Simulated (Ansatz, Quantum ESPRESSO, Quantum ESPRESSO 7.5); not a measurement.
# Band edges of 1T-SrCl2, 1 layer under strain

How do the band edges of 1T-SrCl2, 1 layer move against the vacuum when the sheet is stretched?

Program: Quantum ESPRESSO 7.5. Level of theory: plane-wave DFT, PBE, GBRV ultrasoft pseudopotentials (geometry by Ansatz 0.2.0 with PAW datasets; geometry under PBE). Results are calculated unless marked as measured.

**1. The structure**

The cell holds 3 atoms: 2 Cl and 1 Sr. Cell: a = 4.008 Å, b = 4.008 Å, c = 18.471 Å, α = 90.0°, β = 90.0°, γ = 120.0°. It derives from SrCl2. Vacuum lies along c.

This sheet is a model structure: its symmetry is held, and its stability is not tested here.

**2. Relaxation with Ansatz**

A relaxation in Ansatz fixes the structure of this slab for the runs on it.

input.yaml reads:

```yaml
crystal:
  lattice:
    - [4.008065, 0.0, 0.0]
    - [-2.0040325, 3.47108611, 0.0]
    - [0.0, 0.0, 18.4708469102]
  atoms:
    - { symbol: Cl, position: [0.6666666667, 0.3333333333, 0.4060452689] }
    - { symbol: Sr, position: [0.0, 0.0, 0.5] }
    - { symbol: Cl, position: [0.3333333333, 0.6666666667, 0.5939547311] }
kpoints:
  mp_grid: { grid: [12, 12, 1] }
hamiltonian:
  xc: pbe
scf:
  occupations: { method: fermi_dirac, width: 0.05 }
  convergence: { dr2_threshold: 1.0e-08 }
efield:
  axis: 3
  dipole_correction: true
  ramp_position: 0.97
  ramp_width: 0.04
relax:
  f_tol: 0.01
  cell: { fix: [c, alpha, beta] }
output:
  write_potential: true
  write_density: true
  volumetric_format: npy
```

Started as:

```bash
$ ansatz run input.yaml --threads 2 --pin off --max-ram 4096MiB --backend cpu --events-out ev --progress --plain --runs-dir out
```

Numbers of over 12 decimals in the logs are rounded to 6 here.

Output:

```text
Warning: relax.cell: scf.convergence.dr2_threshold = 1e-8 eV is looser than the 3e-10 eV advised for a relaxation that steers and ends on the stress (1e-10 eV for each atom of the cell: 3). What an SCF threshold leaves in a stress goes as its square root, and in the free energy as the threshold itself, and one threshold admits the most on a small cell: [figures from the program's tests cut] Set scf.convergence.dr2_threshold to 3e-10 eV or tighter. The threshold is an SCF's pass mark: one that does not reach it within its budget of iterations ends unconverged, or closes short of it on a stop that the run arms, and scf.convergence.dr2_threshold's page says what that costs each kind of run
Engine: ansatz 0.2.0, aarch64-unknown-linux-gnu
Pseudopotentials: kind: paw
Pseudopotential: Cl, paw, valence charge 7, recommended cutoff 420 eV (normal), Cl.paw.azcp
Pseudopotential: Sr, paw, valence charge 10, recommended cutoff 420 eV (normal), Sr.paw.azcp
Functional definition: PBE
  parameter kappa = 0.804
  parameter beta = 0.066725
  exchange = pbe_x(kappa = kappa, mu = beta*pi^2/3)
  correlation = pbe_c(beta = beta)
Crystal: 3 atoms, lattice volume = 256.973 Å³
Basis set: ecut = 420 eV, 5041 PW (Γ), exchange–correlation on 54×54×250 points (8 copies of the dense FFT grid, shifted against one another)
Bands: 16, of which v1, the nominal top of the filled ones, is band 12 counted from 1 (11 counted from 0)
Symmetry: 6 space group operations
k-points: 19 of 144 (time reversal used)
Non-local potential: Cl, projectors of the file, l = 0: 2, l = 1: 2, l = 2: 2
Non-local potential: Sr, projectors of the file, l = 0: 3, l = 1: 2, l = 2: 2
PAW form: soft (Blöchl's): semilocal exchange-correlation on the pseudo side does not see the compensation charge
PAW one-centre angular grid: Cl, 110 points (default); XC on 64 Gauss nodes
PAW one-centre angular grid: Sr, 110 points (default); XC on 64 Gauss nodes
Initial density: superposition of atomic densities (neutral atoms: chi_scale 0, normalization atom), corrected by the library's trained network
Initial wavefunctions: pseudopotential atomic-orbital guess
Functional: x = pbe(κ = 0.804, μ = 0.219515), c = pbe(β = 0.066725)
SCF iter   1: F=—  HF=-5710.221744 eV  |F-HF|=—  |Δ(HF+E_count)|=         —  Δρ=5.19e-4  dr2=3.81e-3  ethr=1.77e-3  p=-0.000 e·Å  D=-4.94e-5 V/Å  ΔV_dip=0.00 eV  dr2_dipole=5.14e-9  V_vac-E_F(+/−)=5.50/5.50 eV  ⟨swp⟩=13.3  Hψ=2921  notcnv=0
efield: sawtooth ramp at fractional position 0.9700 (set: `efield.ramp_position`, or a place that a band, a saddle search or an elastic batch's reference lends), width 0.0400; the density the first Hamiltonian is built on has a dipole p = -0.000 e·Å; the dipole correction subtracts the counter field D = -4.94e-5 V/Å, which shifts the + side's vacuum level by +0.00 eV against the − side's; the planar-averaged density in the ramp window peaks in size at 1.7e-6 e/Å³
preconditioner: auto → none  [insulator: Δε(μ)=5.201 eV  Ē_g=13.834 eV  σ=0.050 eV  W_gap=1.00  n_scr=16 (ndim 8)  ℏωp=10.9 eV  f_vac=0.638  D(μ)=0.00/eV (n_scr^D=0)  ε∞_Penn≈1.6]
SCF iter   2: F=—  HF=-5710.223506 eV  |F-HF|=—  |Δ(HF+E_count)|=   1.76e-3  Δρ=5.11e-4  dr2=2.46e-3  ethr=1.59e-5  p=-0.000 e·Å  D=-6.82e-6 V/Å  ΔV_dip=0.00 eV  dr2_dipole=9.67e-11  V_vac-E_F(+/−)=5.69/5.69 eV  ⟨swp⟩=2.6  Hψ=780  notcnv=0
SCF iter   3: F=—  HF=-5710.223246 eV  |F-HF|=—  |Δ(HF+E_count)|=   2.60e-4  Δρ=1.82e-4  dr2=1.96e-4  ethr=1.02e-5  p=-0.000 e·Å  D=-1.16e-5 V/Å  ΔV_dip=0.00 eV  dr2_dipole=1.61e-10  V_vac-E_F(+/−)=5.68/5.68 eV  ⟨swp⟩=2.0  Hψ=426  notcnv=0
SCF iter   4: F=—  HF=-5710.223787 eV  |F-HF|=—  |Δ(HF+E_count)|=   5.41e-4  Δρ=6.31e-5  dr2=3.08e-5  ethr=8.15e-7  p=-0.000 e·Å  D=-2.98e-6 V/Å  ΔV_dip=0.00 eV  dr2_dipole=3.97e-13  V_vac-E_F(+/−)=5.73/5.73 eV  ⟨swp⟩=2.1  Hψ=466  notcnv=0
SCF iter   5: F=—  HF=-5710.223921 eV  |F-HF|=—  |Δ(HF+E_count)|=   1.34e-4  Δρ=1.51e-5  dr2=8.82e-7  ethr=1.28e-7  p=-0.000 e·Å  D=-3.92e-6 V/Å  ΔV_dip=0.00 eV  dr2_dipole=1.46e-10  V_vac-E_F(+/−)=5.75/5.75 eV  ⟨swp⟩=2.1  Hψ=455  notcnv=0
SCF iter   6: F=—  HF=-5710.223890 eV  |F-HF|=—  |Δ(HF+E_count)|=   3.05e-5  Δρ=8.30e-6  dr2=1.93e-7  ethr=3.68e-9  p=0.000 e·Å  D=4.68e-6 V/Å  ΔV_dip=-0.00 eV  dr2_dipole=2.30e-10  V_vac-E_F(+/−)=5.75/5.75 eV  ⟨swp⟩=2.1  Hψ=510  notcnv=0
SCF iter   7: F=—  HF=-5710.223890 eV  |F-HF|=—  |Δ(HF+E_count)|=   1.50e-8  Δρ=3.44e-6  dr2=4.07e-8  ethr=8.04e-10  p=-0.000 e·Å  D=-1.87e-5 V/Å  ΔV_dip=0.00 eV  dr2_dipole=3.61e-9  V_vac-E_F(+/−)=5.75/5.75 eV  ⟨swp⟩=2.0  Hψ=532  notcnv=0
SCF iter   8: F=—  HF=-5710.223890 eV  |F-HF|=—  |Δ(HF+E_count)|=   1.06e-8  Δρ=1.59e-6  dr2=1.04e-8  ethr=4.17e-11  p=0.000 e·Å  D=1.01e-5 V/Å  ΔV_dip=-0.00 eV  dr2_dipole=1.08e-9  V_vac-E_F(+/−)=5.75/5.75 eV  ⟨swp⟩=10.3  Hψ=2284  notcnv=0
SCF iter   9: F=-5710.223890 eV  HF=-5710.223890 eV  |F-HF|=6.14e-10  |Δ(HF+E_count)|=   3.27e-9  Δρ=5.18e-7  dr2=8.94e-10  ethr=4.17e-11  p=0.000 e·Å  D=4.85e-7 V/Å  ΔV_dip=-0.00 eV  dr2_dipole=3.43e-12  V_vac-E_F(+/−)=5.75/5.75 eV  ⟨swp⟩=9.4  Hψ=2068  notcnv=0
SCF 1 converged in 9 iterations: F = -5710.223890 eV  dr2 = 8.94e-10
  greatest PAW one-centre occupation: 0.987 electrons in one spin orbital (limit 2), on the Sr atom at site 1 (counted from 0), in its partial waves of l = 0
relax step   1: F+E_penalty+E_count = -5710.22389016 eV  Δ(F+E_penalty+E_count) = +0.000e0 eV  max|allowed force component| = 4.527e-1 eV/Å  Δτ_max = 0.0000 Å  P = +0.573 GPa  Ω = 256.973 Å³  fix = [c, alpha, beta]  reactions: c -0.980 GPa  (9 SCF iters, accepted)
Crystal: 3 atoms, lattice volume = 277.487 Å³
Basis set: ecut = 420 eV, 5347 PW (Γ), exchange–correlation on 54×54×250 points (8 copies of the dense FFT grid, shifted against one another)
Initial density: handed on by an earlier stage of this run
Initial wavefunctions: those handed on with the density
iter 1 solved again at ethr=4.91e-4 eV; its pass at ethr=3.10e-3 eV (dr2=1.18e-1 eV) is discarded
SCF iter   1: F=—  HF=-5710.487208 eV  |F-HF|=—  |Δ(HF+E_count)|=         —  Δρ=3.83e-3  dr2=1.18e-1  ethr=4.91e-4  p=0.000 e·Å  D=7.79e-7 V/Å  ΔV_dip=-0.00 eV  dr2_dipole=4.69e-12  V_vac-E_F(+/−)=5.47/5.47 eV  ⟨swp⟩=1.2  Hψ=2723  notcnv=0
[...]
SCF iter   6: F=—  HF=-5710.557198 eV  |F-HF|=—  |Δ(HF+E_count)|=   3.17e-5  Δρ=3.23e-6  dr2=1.77e-8  ethr=3.27e-9  p=-0.000 e·Å  D=-2.14e-7 V/Å  ΔV_dip=0.00 eV  dr2_dipole=5.81e-14  V_vac-E_F(+/−)=5.00/5.00 eV  ⟨swp⟩=2.1  Hψ=436  notcnv=0
SCF iter   7: F=-5710.557198 eV  HF=-5710.557198 eV  |F-HF|=5.09e-11  |Δ(HF+E_count)|=   4.00e-8  Δρ=5.75e-7  dr2=8.90e-10  ethr=4.17e-11  p=-0.000 e·Å  D=-4.41e-7 V/Å  ΔV_dip=0.00 eV  dr2_dipole=4.11e-13  V_vac-E_F(+/−)=5.00/5.00 eV  ⟨swp⟩=10.0  Hψ=2202  notcnv=0
SCF 3 converged in 7 iterations: F = -5710.557198 eV  dr2 = 8.90e-10
relax step   3: F+E_penalty+E_count = -5710.55719775 eV  Δ(F+E_penalty+E_count) = -1.020e-1 eV  max|allowed force component| = 1.152e-1 eV/Å  Δτ_max = 0.1077 Å  P = +0.427 GPa  Ω = 300.291 Å³  energy of the carried Pulay correction = -1.809e-4 eV  fix = [c, alpha, beta]  reactions: c +0.175 GPa  (7 SCF iters, accepted)
[...]
relax step   4: F+E_penalty+E_count = -5710.56782733 eV  Δ(F+E_penalty+E_count) = -1.063e-2 eV  max|allowed force component| = 7.757e-2 eV/Å  Δτ_max = 0.0565 Å  P = -0.277 GPa  Ω = 328.713 Å³  energy of the carried Pulay correction = -2.852e-4 eV  fix = [c, alpha, beta]  reactions: c -0.108 GPa  (7 SCF iters, accepted)
[...]
relax step   5: F+E_penalty+E_count = -5710.58023220 eV  Δ(F+E_penalty+E_count) = -1.240e-2 eV  max|allowed force component| = 8.983e-3 eV/Å  Δτ_max = 0.0234 Å  P = -0.021 GPa  Ω = 316.984 Å³  energy of the carried Pulay correction = -2.434e-4 eV  fix = [c, alpha, beta]  reactions: c -0.015 GPa  (6 SCF iters, accepted)
Basis set: ecut = 420 eV, 6247 PW (Γ), exchange–correlation on 60×60×250 points (8 copies of the dense FFT grid, shifted against one another)
Initial wavefunctions: pseudopotential atomic-orbital guess (no wavefunctions were taken with the density)
iter 1 solved again at ethr=1.70e-6 eV; its pass at ethr=3.10e-3 eV (dr2=4.08e-4 eV) is discarded
SCF iter   1: F=—  HF=-5710.581340 eV  |F-HF|=—  |Δ(HF+E_count)|=         —  Δρ=1.18e-4  dr2=4.98e-6  ethr=1.70e-6  p=0.000 e·Å  D=2.29e-5 V/Å  ΔV_dip=-0.00 eV  dr2_dipole=1.21e-10  V_vac-E_F(+/−)=4.99/4.99 eV  ⟨swp⟩=3.8  Hψ=3814  notcnv=0
efield: sawtooth ramp at fractional position 0.9700 (set: `efield.ramp_position`, or a place that a band, a saddle search or an elastic batch's reference lends), width 0.0400; the density the first Hamiltonian is built on has a dipole p = 0.000 e·Å; the dipole correction subtracts the counter field D = 2.29e-5 V/Å, which shifts the + side's vacuum level by -0.00 eV against the − side's; the planar-averaged density in the ramp window peaks in size at 2.2e-7 e/Å³
preconditioner: auto → Resta (q_TF=auto, 1.775 Å⁻¹)  ε∞=1.5  [insulator: Δε(μ)=5.764 eV  Ē_g=13.765 eV  σ=0.050 eV  W_gap=1.00  n_scr=40 (ndim 8)  ℏωp=9.8 eV  f_vac=0.677  D(μ)=0.00/eV (n_scr^D=0)  ε∞_Penn≈1.5  vacuum switching on, ρ_ref=1.4e-2 e/Å³]
SCF iter   2: F=—  HF=-5710.581731 eV  |F-HF|=—  |Δ(HF+E_count)|=   3.91e-4  Δρ=5.99e-5  dr2=1.25e-6  ethr=2.08e-8  p=0.000 e·Å  D=1.88e-5 V/Å  ΔV_dip=-0.00 eV  dr2_dipole=5.97e-12  V_vac-E_F(+/−)=4.99/4.99 eV  ⟨swp⟩=2.4  Hψ=525  notcnv=0
SCF iter   3: F=—  HF=-5710.581881 eV  |F-HF|=—  |Δ(HF+E_count)|=   1.49e-4  Δρ=2.61e-6  dr2=2.71e-8  ethr=5.20e-9  p=0.000 e·Å  D=2.34e-5 V/Å  ΔV_dip=-0.00 eV  dr2_dipole=1.67e-10  V_vac-E_F(+/−)=4.99/4.99 eV  ⟨swp⟩=2.0  Hψ=456  notcnv=0
SCF iter   4: F=-5710.581881 eV  HF=-5710.581881 eV  |F-HF|=2.39e-9  |Δ(HF+E_count)|=   1.43e-7  Δρ=9.15e-7  dr2=9.28e-10  ethr=4.17e-11  p=0.000 e·Å  D=1.82e-5 V/Å  ΔV_dip=-0.00 eV  dr2_dipole=1.91e-11  V_vac-E_F(+/−)=4.99/4.99 eV  ⟨swp⟩=14.7  Hψ=2732  notcnv=0
SCF 6 converged in 4 iterations: F = -5710.581881 eV  dr2 = 9.28e-10
relax step   6: F+E_penalty+E_count = -5710.58188090 eV  Δ(F+E_penalty+E_count) = -1.649e-3 eV  max|allowed force component| = 9.202e-3 eV/Å  Δτ_max = 0.0000 Å  P = -0.013 GPa  Ω = 316.984 Å³  fix = [c, alpha, beta]  reactions: c -0.013 GPa  stress off target by 1.29e-2 GPa on what of the cell is left free  SCF on the basis re-selected at this cell (its energy is not comparable with the rows above)  (4 SCF iters)
basis re-selected at this cell: Δ(F+E_penalty+E_count) = -1.649e-3 eV, ΔP = +0.009 GPa vs the last step (what re-selecting the basis moved, of the pressure what is left beyond the Pulay correction that the steps carried, after the strain that the cell walked since its last selection, with what the two solves' SCF thresholds leave and, on support functions, any second-order correction that the steps lacked; it is no measure of the basis error at this ecutwfc). The dense FFT grid was sized anew with the basis: this SCF ran on 30×30×125 points, the steps before it on 27×27×125, so part of this shift can come from that change (see relax.cell in the input reference). [rest of the remark cut]
WARN: The output density's exchange-correlation potential varies sharply where the density is thin. Do not read a vacuum level from v_tot or v_xc, or from such a field of the output density. On a cell that repeats whose density bears no net charge and no dipole along the vacuum's axis use v_es (v_loc + v_h of the components); under efield.dipole_correction with no amplitude use v_es + v_field, which holds any externa [...]
SCF converged after 4 iterations
Free energy (F): -5710.581881 eV
Harris-Foulkes:  -5710.581881 eV  (|F-HF|=2.39e-9)
Internal energy: -5710.581881 eV  (E = F + TS)
E sigma→0 (E₀):  -5710.581881 eV
Fermi energy:    -2.146297 eV
Dipole field:    D = 0.000023 V/Å  (p = 0.000040 e·Å, saw-weighted, corrected)
Work function:   Φ+ = 4.9854 eV   Φ− = 4.9858 eV
Levels:          The Fermi level and band energies are counted from a zero that moves with the ramp; work functions are not
--- Per-component energies (eV) ---
  E_band       = -330.696744
  E_kinetic    = 567.485092
  E_local      = -6824.265228  (includes V_loc(G=0)·N_el)
  E_nonlocal   = 258.859943
  E_hartree    = 3054.397935
  E_xc         = -388.395252
  E_vxc        = -407.045966  (∫ρ·V_xc dr)
  E_paw        = -4013.333111  (= ΣΔE_a)
  E_vpaw       = -34.526605  (= ΣTr[D̂ρ^β])
  E_aug_tail   = 0.000179  (compensation charges beyond the density's cutoff)
  E_efield     = 0.000000  (sawtooth field / dipole correction)
  E_vefield    = -0.000101  (∫n·V_field dr)
  E_ewald      = 1634.668563
  E_smearing   = -0.000000  (= −TS)
  E_closure    = 0.000000  (closes the sum)
  Σ components = -5710.581881   (vs F -5710.581881, Δ=0.00e0)
--- Forces (eV/Å), atoms counted from 1 ---
  atom   1  Cl     0.00000000     0.00000000     0.00920039
  atom   2  Sr     0.00000000    -0.00000000    -0.00028256
  atom   3  Cl     0.00000000    -0.00000000    -0.00892213
  max |Σ_I F_I| component: 4.30e-6 eV/Å
--- Stress (GPa, compression-positive) ---
       -0.012926       0.000000      -0.000000
        0.000000      -0.012926      -0.000000
       -0.000000      -0.000000      -0.012814
  P = ⅓ Tr σ = -0.0129 GPa (-0.129 kbar)
--- Band table (eV; the first three rows and the last of 19) ---
  k-point 0: bands = [... 8 lower, -6.0880, -5.2881, -5.2881, -5.2097, 0.6474, 1.7863, 1.7863, 1.9885]
  k-point 1: bands = [... 8 lower, -6.0724, -5.3543, -5.3093, -5.1834, 0.7862, 1.6877, 1.8650, 2.0205]
  k-point 2: bands = [... 8 lower, -6.0287, -5.5028, -5.3669, -5.1356, 1.1169, 1.5793, 2.0861, 2.0887]
  k-point 18: bands = [... 8 lower, -6.0953, -5.5094, -5.4589, -5.4588, 1.8577, 2.1252, 2.1254, 3.7076]
--- Relaxed structure (5 steps of the walk, 5 accepted, 1 SCFs on fresh bases) ---
  F+E_penalty+E_count = -5710.58188090 eV   max|allowed force component| = 9.202e-3 eV/Å   (the final SCF, on the basis selected at the relaxed cell)
  cell:  # Å, volume = 316.9843 Å³
    - [4.451539, 0.0, 0]
    - [-2.225769, 3.855146, 0]
    - [0, 0, 18.4708469102]
  atoms:
    - { symbol: Cl, position: [0.666667, 0.333333, 0.424226] }
    - { symbol: Sr, position: [0, 0, 0.500002] }
    - { symbol: Cl, position: [0.333333, 0.666667, 0.575772] }
```

Run time: 18 s. Hardware: 2 threads of Arm Neoverse V2, shared host; peak memory 0.47 GiB.

Relaxation path:

| step | energy less that of the first step (eV) | largest force component (eV/Å) | pressure (GPa) | volume (Å³) |
| --- | --- | --- | --- | --- |
| 1 | 0.0000 | 0.4527 | 0.57 | 256.97 |
| 2 | -0.2314 | 0.0708 | 0.84 | 277.49 |
| 3 | -0.3333 | 0.1152 | 0.43 | 300.29 |
| 4 | -0.3439 | 0.0776 | -0.28 | 328.71 |
| 5 | -0.3563 | 0.0090 | -0.02 | 316.98 |
| 6* | -0.3580 | 0.0092 | -0.01 | 316.98 |

Relaxation steps marked * repeat the geometry before them on a plane-wave basis chosen anew for their cell, so energy and pressure can jump there.

Forces are held to the 6 operations that the run works with; a distortion that breaks them can't arise in this run.

| cell as run | before | after | change |
| --- | --- | --- | --- |
| a (Å) | 4.008 | 4.452 | +11.1 % |
| b (Å) | 4.008 | 4.452 | +11.1 % |

The atoms that moved most (Å, along periodic axes as changes of fractional coordinates times the final cell, across vacuum about the mean position):

| atom | dx | dy | dz | length |
| --- | --- | --- | --- | --- |
| Cl3 | 0.000 | 0.000 | -0.336 | 0.336 |
| Cl1 | 0.000 | 0.000 | 0.336 | 0.336 |

Final coordinates:

```xyz
3
Lattice="4.4515 0.0000 0.0000 -2.2258 3.8551 0.0000 0.0000 0.0000 18.4708" Properties=species:S:1:pos:R:3
Cl    2.2258    1.2850    7.8358
Sr    0.0000    0.0000    9.2355
Cl    0.0000    2.5701   10.6350
```

This step gave:

| Property | Result |
| --- | --- |
| free energy | -5710.5819 eV |
| Fermi energy | -2.146 eV |
| gap by band count | 5.765 eV |
| symmetry operations | 6 |
| dipole along the normal | 4.01e-5 e·Å |
| vacuum level at the upper face over a Fermi level inside the gap | 4.985 eV |
| vacuum level at the lower face over a Fermi level inside the gap | 4.986 eV |

[end of part 1 of 2]

[Logs are printed without paths, hosts, clocks, repeated set-up lines and the standing remarks that a program may print on its own settings, such as how far it seeks lower states.]

[Hosts, paths, dates, database ids (printed as entryN), source tags and the programs' standing remarks are cut or masked in the printed files.]

[Maps of the electrostatic potential energy from Ansatz leave out the sawtooth potential of an applied field or a dipole correction, so their vacuum need not be flat; planar profiles and work functions include it.]
